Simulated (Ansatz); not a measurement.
## Phases of Se at 29 GPa

Structure types of Se are relaxed in primitive cells with their symmetry kept at 29 GPa, first on PAW files, then by LAPW. The enthalpy is E + pV at zero temperature, without zero-point motion. Only the types listed were tried, and differences under about 5 meV/atom are mesh noise. Not among the end structures: fcc, hcp, which may lie lower.

Level of theory: DFT with PBE, scalar-relativistic, in Ansatz 0.2.0; Fermi–Dirac smearing of 0.1 eV, no spin polarisation. LAPW: all electrons, basis error target 0.5 meV/atom; PAW: frozen-core files, cutoff 420 eV.

k meshes: bcc 17×17×17, hcp 15×15×8, A7 13×13×13, simple hexagonal 16×16×15, diamond 12×12×12.

Task: Which type is lowest in enthalpy, and by how much?

Result: R-3m, 71 meV/atom below distorted hcp. The whole table:

```csv
start type,ends as,"a, b, c (Å)",V (Å³/atom),"H − H(lowest), LAPW (meV/atom)","same, PAW"
bcc,"bcc, Im-3m","3.180, 3.180, 3.180",16.08,96.6,96.5
hcp,"distorted hcp, P6_3/mmc","3.181, 3.181, 3.813",16.71,71.2,71.2
A7,"R-3m, R-3m","3.334, 3.334, 5.354",17.18,0.0,0.0
simple hexagonal,"simple hexagonal, P6/mmm","2.799, 2.799, 2.524",17.12,142.8,142.7
diamond,"diamond, Fd-3m","5.609, 5.609, 5.609",22.06,1436.9,1436.3
```

Task: Split the lead of R-3m over distorted hcp into energy and pV.

Result: For distorted hcp less R-3m: ΔE = +155.6 meV/atom, and p·ΔV = 29 GPa × -0.4659 Å³ × 6.242 meV/(GPa·Å³) = -84.3 meV/atom, together 71.3 meV/atom. R-3m wins by its internal energy, though it is the less dense.

Task: Would distorted hcp gain on R-3m at higher pressure?

Result: Yes: dH/dp = V, and its volume is smaller by 0.47 Å³/atom. Held constant, that would close the gap after about 25 GPa more, a rough figure, since the volume difference changes with pressure.
